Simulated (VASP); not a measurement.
# BN (P6_3/mmc) in VASP: a series of runs

Runs on BN. Level: PBE+D3(BJ). Tasks: relaxation of cell and atoms.

All numbers are computed with VASP 6.6.1; they aren't measurements. Logs are shortened: lines on timing, memory, paths and dates and some standing lists are left out, and cuts for length are marked.

## (1) Starting point

The structure is hexagonal, space group P6_3/mmc (No. 194). Conventional cell: a = 2.498 Å, b = 2.498 Å, c = 6.636 Å, α = 90.00°, β = 90.00°, γ = 120.00°. B (site symmetry -6m2) has 3 N at 1.44 Å as nearest neighbours. N (site symmetry -6m2) has 3 B at 1.44 Å as nearest neighbours.

## (2) Relaxation of cell and atoms, PBE+D3(BJ)

File INCAR:

```
  PREC = Accurate
  ENCUT = 900
  EDIFF = 1E-7
  ISMEAR = 0
  SIGMA = 0.02
  LREAL = False
  LASPH = True
  NELM = 80
  ALGO = Normal
  ISIF = 3
  LWAVE = False
  LCHARG = False
  GGA = PE
  IVDW = 12
  IBRION = 2
  NSW = 80
  EDIFFG = -0.002
```

File KPOINTS:

```
regular mesh
0
Gamma
  15 15 6
```

File POSCAR:

```
BN
1.0
    2.4982400000      0.0000000000      0.0000000000
   -1.2491200000      2.1635393000      0.0000000000
    0.0000000000      0.0000000000      6.6357000000
B N
2 2
Direct
    0.3333333300      0.6666666700      0.2500000000
    0.6666666700      0.3333333300      0.7500000000
    0.3333333300      0.6666666700      0.7500000000
    0.6666666700      0.3333333300      0.2500000000
```

Potentials or basis: VASP PAW PBE potentials, release 64 (B_h, N_h).

The run is started by

```console
$ cat potpaw_PBE.64/B_h/POTCAR potpaw_PBE.64/N_h/POTCAR > POTCAR
$ mpirun -np 1 vasp_std > vasp.out
```

OUTCAR:

```text
PREC = Accurate
   ENCUT = 900
   EDIFF = 1E-7
   ISMEAR = 0
   LREAL = False
   LASPH = True
   NELM = 80
   ISIF = 3
   GGA = PE
   IVDW = 12
   IBRION = 2
   NSW = 80
   EDIFFG = -0.002
 IVDW          = 12

 ion  position               nearest neighbor table
   1  0.333  0.667  0.250-   4 1.44   4 1.44   4 1.44
   2  0.667  0.333  0.750-   3 1.44   3 1.44   3 1.44
   3  0.333  0.667  0.750-   2 1.44   2 1.44   2 1.44
   4  0.667  0.333  0.250-   1 1.44   1 1.44   1 1.44

  LATTYP: Found a hexagonal cell.
 ALAT       =     2.4982400000
 C/A-ratio  =     2.6561499296

  Lattice vectors:

 A1 = (   2.4982400000,   0.0000000000,   0.0000000000)
 A2 = (  -1.2491200000,   2.1635393000,   0.0000000000)
 A3 = (   0.0000000000,   0.0000000000,   6.6357000000)

Analysis of symmetry for initial positions (statically):
=====================================================================
 Subroutine PRICEL returns:
 Original cell was already a primitive cell.

 Routine SETGRP: Setting up the symmetry group for a
 hexagonal supercell.

 Subroutine GETGRP returns: Found 24 space group operations
 (whereof 12 operations were pure point group operations)
 out of a pool of 24 trial point group operations.

The static configuration has the point symmetry D_3d.
 The point group associated with its full space group is D_6h.

Analysis of symmetry for dynamics (positions and initial velocities):
=====================================================================
 Subroutine PRICEL returns:
 Original cell was already a primitive cell.

 Routine SETGRP: Setting up the symmetry group for a
 hexagonal supercell.

 Subroutine GETGRP returns: Found 24 space group operations
 (whereof 12 operations were pure point group operations)
 out of a pool of 24 trial point group operations.

The dynamic configuration has the point symmetry D_3d.
 The point group associated with its full space group is D_6h.

 Subroutine INISYM returns: Found 24 space group operations
 (whereof 12 operations are pure point group operations),
 and found     1 'primitive' translations

----------------------------------------------------------------------------------------

                                     Primitive cell

  volume of cell :      35.8662

  direct lattice vectors                    reciprocal lattice vectors
     2.498240000  0.000000000  0.000000000     0.400281798  0.231102805  0.000000000
    -1.249120000  2.163539300  0.000000000     0.000000000  0.462205609  0.000000000
     0.000000000  0.000000000  6.635700000     0.000000000  0.000000000  0.150700002

  length of vectors
     2.498240000  2.498239996  6.635700000     0.462205608  0.462205609  0.150700002

  position of ions in fractional coordinates (direct lattice)
     0.333333330  0.666666670  0.250000000
     0.666666670  0.333333330  0.750000000
     0.333333330  0.666666670  0.750000000
     0.666666670  0.333333330  0.250000000

  ion indices of the primitive-cell ions
   primitive index   ion index
                 1           1
                 2           2
                 3           3
                 4           4

----------------------------------------------------------------------------------------

 KPOINTS: regular mesh

Automatic generation of k-mesh.
 Grid dimensions read from file:
 generate k-points for:   15   15    6

 Generating k-lattice:

  Cartesian coordinates                     Fractional coordinates (reciprocal lattice)
     0.026685453  0.015406854  0.000000000     0.066666667 -0.000000000  0.000000000
     0.000000000  0.030813707  0.000000000     0.000000000  0.066666667  0.000000000
     0.000000000  0.000000000  0.025116667     0.000000000  0.000000000  0.166666667

  Length of vectors
     0.030813707  0.030813707  0.025116667

  Shift w.r.t. Gamma in fractional coordinates (k-lattice)
     0.000000000  0.000000000  0.000000000

 Subroutine IBZKPT returns following result:
 ===========================================

 Found    108 irreducible k-points:

 Following reciprocal coordinates:
            Coordinates               Weight
  0.000000  0.000000  0.000000      1.000000
  0.066667  0.000000  0.000000      6.000000
  0.133333 -0.000000  0.000000      6.000000
  0.200000 -0.000000  0.000000      6.000000
  0.266667 -0.000000  0.000000      6.000000
  0.333333  0.000000  0.000000      6.000000
[... 16 lines left out ...]
  0.333333  0.200000  0.000000     12.000000
  0.400000  0.200000  0.000000      6.000000
 [... further k-points ...]
   k-points           NKPTS =    108   k-points in BZ     NKDIM =    108   number of bands    NBANDS=     12
   number of dos      NEDOS =    301   number of ions     NIONS =      4
   total plane-waves  NPLWV =  40320
   dimension x,y,z NGX =    24 NGY =   24 NGZ =   70
   dimension x,y,z NGXF=    48 NGYF=   48 NGZF=  140
   ions per type =               2   2
   NGX,Y,Z   is equivalent  to a cutoff of  15.97, 15.97, 17.54 a.u.
   NGXF,Y,Z  is equivalent  to a cutoff of  31.94, 31.94, 35.07 a.u.
 SYSTEM =  unknown system
   PREC   = accura    normal or accurate (medium, high low for compatibility)
   ISTART =      0    job   : 0-new  1-cont  2-samecut
   ICHARG =      2    charge: 1-file 2-atom 10-const
   ISPIN  =      1    spin polarized calculation?
   LNONCOLLINEAR =      F non collinear calculations
   LSORBIT =      F    spin-orbit coupling
   LASPH  =      T    aspherical Exc in radial PAW
   ENCUT  =  900.0 eV  66.15 Ry    8.13 a.u.   6.11  6.11 16.23*2*pi/ulx,y,z
   NELM   =     80;   NELMIN=  2; NELMDL= -5     # of ELM steps
   EDIFF  = 0.1E-06   stopping-criterion for ELM
   LREAL  =      F    real-space projection
   EDIFFG = -.2E-02   stopping-criterion for IOM
   NSW    =     80    number of steps for IOM
   IBRION =      2    ionic relax: 0-MD 1-quasi-New 2-CG
   NFREE  =      1    steps in history (QN), initial steepest desc. (CG)
   ISIF   =      3    stress and relaxation
   ISYM   =      2    0-nonsym 1-usesym 2-fastsym
   POTIM  = 0.5000    time-step for ionic-motion
   TEBEG  =    0.0;   TEEND  =   0.0 temperature during run
   PSTRESS=    0.0 pullay stress
   NELECT =      16.0000    total number of electrons
   NUPDOWN=      -1.0000    fix difference up-down
   EMIN   =  10.00;   EMAX   =-10.00  energy-range for DOS
   EFERMI =   0.00;   METHOD = LEGACY
   ISMEAR =     0;   SIGMA  =   0.02  broadening in eV -4-tet -1-fermi 0-gaus
   EFERMI_NEDOS =   21; number of points for ismear=-14 and -15
   IALGO  =     38    algorithm
   IMIX   =      4    mixing-type and parameters
     AMIX     =   0.40;   BMIX     =  1.00
     AMIX_MAG =   1.60;   BMIX_MAG =  1.00
  volume/ion in A,a.u.               =       8.97        60.51
  Fermi-wavevector in a.u.,A,eV,Ry     =   1.250891  2.363842 21.289433  1.564729
  Thomas-Fermi vector in A             =   2.384864
   LORBIT       =      0    0 simple, 1 ext, 2 COOP (PROOUT), +10 PAW based schemes
   GGA     = PE    functional components
   LHFCALC =     F    Hartree Fock is set to
   AEXX    =    0.0000 exact exchange contribution
   IVDW    =    12    specifies the selected vdW correction
   LEPSILON=     F    determine dielectric tensor
   LRPA    =     F    only Hartree local field effects (RPA)
 conjugate gradient relaxation of ions
 non-spin polarized calculation
 Gauss-broadening in eV      SIGMA  =   0.02
  energy-cutoff  :      900.00
  volume of cell :       35.87
 maximum number of plane-waves:      2229
   NGX = 13   NGY = 13   NGZ = 33

--------------------------------------- Ionic step        1  -------------------------------------------

 number of electron      16.0000000 magnetization

 Free energy of the ion-electron system (eV)
  ---------------------------------------------------
  ext. energy  EPLUGINS =         0.00000000
  ---------------------------------------------------
  free energy    TOTEN  =       -35.19177316 eV

  energy without entropy =      -35.19177316  energy(sigma->0) =      -35.19177316

------------------------ aborting loop because EDIFF is reached ----------------------------------------

 Edisp (eV)   -0.56768

 E8    (eV) :    -0.1663

  FORCE on cell =-STRESS in cart. coord.  units (eV):
  Direction    XX          YY          ZZ          XY          YZ          ZX
  --------------------------------------------------------------------------------------
  -------------------------------------------------------------------------------------
  Total       0.68230     0.68230    -0.11751     0.00000     0.00000     0.00000
  in kB      30.47885    30.47885    -5.24931     0.00000     0.00000     0.00000
  external pressure =       18.57 kB  Pullay stress =        0.00 kB
[... 275 lines left out ...]
  energy  without entropy=      -35.7621252004  energy(sigma->0) =      -35.76212520

--------------------------------------- Ionic step        8  -------------------------------------------

 number of electron      16.0000001 magnetization

 Free energy of the ion-electron system (eV)
  ---------------------------------------------------
  ext. energy  EPLUGINS =         0.00000000
  ---------------------------------------------------
  free energy    TOTEN  =       -35.18821731 eV

  energy without entropy =      -35.18821731  energy(sigma->0) =      -35.18821731

 E-fermi :   3.7243     XC(G=0): -10.2352

 val. band max:        3.5486524989   @ k =   0.3333   0.2667   0.0000
 cond. band min:       7.8129992030   @ k =   0.4667   0.0667   0.0000
 fundamental gap:      4.2643467042
 Fermi energy:         3.7243262542

 k-point     1 :       0.0000    0.0000    0.0000
  band No.  band energies     occupation
      1     -14.2978      2.00000
      2     -13.9702      2.00000
      3      -2.7609      2.00000
      4      -0.4855      2.00000
      5       2.1734      2.00000
      6       2.1734      2.00000
      7       2.2163      2.00000
      8       2.2163      2.00000
      9       8.8664      0.00000
     10      13.9888      0.00000
     11      15.0555      0.00000
     12      15.0555      0.00000
[... 331 lines left out ...]
 k-point    24 :       0.4000    0.2000    0.0000
  band No.  band energies     occupation
      1     -10.7492      2.00000
      2     -10.6866      2.00000
      3      -4.9478      2.00000
      4      -4.8522      2.00000
      5      -2.4320      2.00000
      6      -2.3459      2.00000
      7       2.6444      2.00000
      8       3.4476      2.00000
      9       8.0942      0.00000
     10       8.9339      0.00000
     11      15.2825      0.00000
     12      15.5281      0.00000

 [... further k-points ...]

------------------------ aborting loop because EDIFF is reached ----------------------------------------

 Edisp (eV)   -0.57391

 E8    (eV) :    -0.1684

  FORCE on cell =-STRESS in cart. coord.  units (eV):
  Direction    XX          YY          ZZ          XY          YZ          ZX
  --------------------------------------------------------------------------------------
  -------------------------------------------------------------------------------------
  Total       0.00663     0.00663    -0.00169     0.00000    -0.00000     0.00000
  in kB       0.29847     0.29847    -0.07629     0.00000    -0.00000     0.00000
  external pressure =        0.17 kB  Pullay stress =        0.00 kB
[... 19 lines left out ...]
  FREE ENERGIE OF THE ION-ELECTRON SYSTEM (eV)
  ---------------------------------------------------
  free  energy   TOTEN  =       -35.7621253065 eV

  energy  without entropy=      -35.7621253065  energy(sigma->0) =      -35.76212531

 reached required accuracy - stopping structural energy minimisation
```

It took 5.4 min on 1 thread of AMD EPYC 9R14 (Zen 4), shared host; peak memory 0.23 GiB.

What came out:

* Free energy: -35.7621 eV
* Relaxed volume: 8.90 Å³/atom
* Relaxed cell: a = 2.505 Å, b = 2.505 Å, c = 6.547 Å, α = 90.00°, β = 90.00°, γ = 120.00°
* Space group after relaxing (to 0.05 Å): P6_3/mmc (No. 194)
* Energy gained by relaxing: 0.7 meV/atom
* Ionic steps: 8
* Pressure after relaxing: 0.0 GPa
* Band gap on the k mesh: 4.26 eV, indirect (least direct gap 4.64 eV)
* Dispersion energy per atom: -0.143 eV

The path:
```csv
step,energy change (eV),largest force (eV/Å),pressure (GPa),volume (Å³)
1,0.0000,0.0000,1.86,35.87
2,0.0052,0.0000,-4.03,36.41
3,-0.0019,0.0000,-0.19,36.05
4,-0.0021,0.0000,-0.18,36.01
5,-0.0024,0.0000,-0.12,35.88
6,-0.0027,0.0000,0.00,35.63
7,-0.0027,0.0000,0.03,35.57
8,-0.0027,0.0000,0.02,35.58
```

Final structure:
```
CELL_PARAMETERS angstrom
2.50508 0.00000 0.00000
-1.25254 2.16947 0.00000
0.00000 0.00000 6.54693
ATOMIC_POSITIONS crystal
B 0.33333 0.66667 0.25000
B 0.66667 0.33333 0.75000
N 0.33333 0.66667 0.75000
N 0.66667 0.33333 0.25000
```

Levels at points of the mesh, in eV from the valence-band top:
| k point | band 4 | band 5 | band 6 | band 7 | band 8 | band 9 | band 10 | band 11 | band 12 |
| --- | --- | --- | --- | --- | --- | --- | --- | --- | --- |
| (0.00, 0.00, 0.00) | -4.03 | -1.38 | -1.38 | -1.33 | -1.33 | 5.32 | 10.44 | 11.51 | 11.51 |
| (0.00, 0.00, 0.50) | -5.31 | -1.35 | -1.35 | -1.35 | -1.35 | 7.76 | 7.76 | 11.58 | 11.58 |

Caveat: the cutoff is under 1.25 times the usual one of these potentials, so pressure, stress and relaxed cells hold a basis-set (Pulay) error; an odd mesh through Γ misses points on the zone boundary, where band edges often lie.

## (3) Relaxation of cell and atoms, PBE+D3(BJ)

This run uses another cell than the first one, of 8.90 Å³/atom, 0.992 times its volume.

INCAR is that of step 2.

KPOINTS is that of step 2.

File POSCAR:

```
BN                                      
1.0
    2.5050846786      0.0000000000      0.0000000000
   -1.2525423393      2.1694669655      0.0000000000
   -0.0000000000      0.0000000000      6.5469317494
  B               N             
     2     2
Direct
     0.3333333300000021    0.6666666699999979    0.2500000000000000
     0.6666666699999979    0.3333333300000021    0.7500000000000000
     0.3333333300000021    0.6666666699999979    0.7500000000000000
     0.6666666699999979    0.3333333300000021    0.2500000000000000
```

Potentials or basis: VASP PAW PBE potentials, release 64 (B_h, N_h).

The run is started by

```console
$ cat potpaw_PBE.64/B_h/POTCAR potpaw_PBE.64/N_h/POTCAR > POTCAR
$ mpirun -np 1 vasp_std > vasp.out
```

It took 3.7 min on 1 thread of AMD EPYC 9R14 (Zen 4), shared host; peak memory 0.25 GiB.

The run converged. Its results:

```yaml
Free_energy: -35.7616 eV
Relaxed_volume: 8.88 Å³/atom
Relaxed_cell: a = 2.505 Å, b = 2.505 Å, c = 6.536 Å, α = 90.00°, β = 90.00°, γ = 120.00°
Space_group_after_relaxing_to_0.05_Å: P6_3/mmc (No. 194)
Energy_gained_by_relaxing: 0.0 meV/atom
Ionic_steps: 6
Pressure_after_relaxing: 0.0 GPa
Band_gap_on_the_k_mesh: 4.26 eV, indirect (least direct gap 4.64 eV)
Dispersion_energy_per_atom: -0.144 eV
```

Final structure:
```
B N
1.0
     2.50511    0.00000    0.00000
    -1.25256    2.16949    0.00000
     0.00000    0.00000    6.53649
B N
2 2
Direct
  0.33333 0.66667 0.25000
  0.66667 0.33333 0.75000
  0.33333 0.66667 0.75000
  0.66667 0.33333 0.25000
```

Levels at points of the mesh, in eV from the valence-band top:
```tsv
k point	band 4	band 5	band 6	band 7	band 8	band 9	band 10	band 11	band 12
(0.00, 0.00, 0.00)	-4.03	-1.38	-1.38	-1.33	-1.33	5.33	10.46	11.50	11.50
(0.00, 0.00, 0.50)	-5.31	-1.35	-1.35	-1.35	-1.35	7.78	7.78	11.57	11.57
```

Caveat: the cutoff is under 1.25 times the usual one of these potentials, so pressure, stress and relaxed cells hold a basis-set (Pulay) error; an odd mesh through Γ misses points on the zone boundary, where band edges often lie.
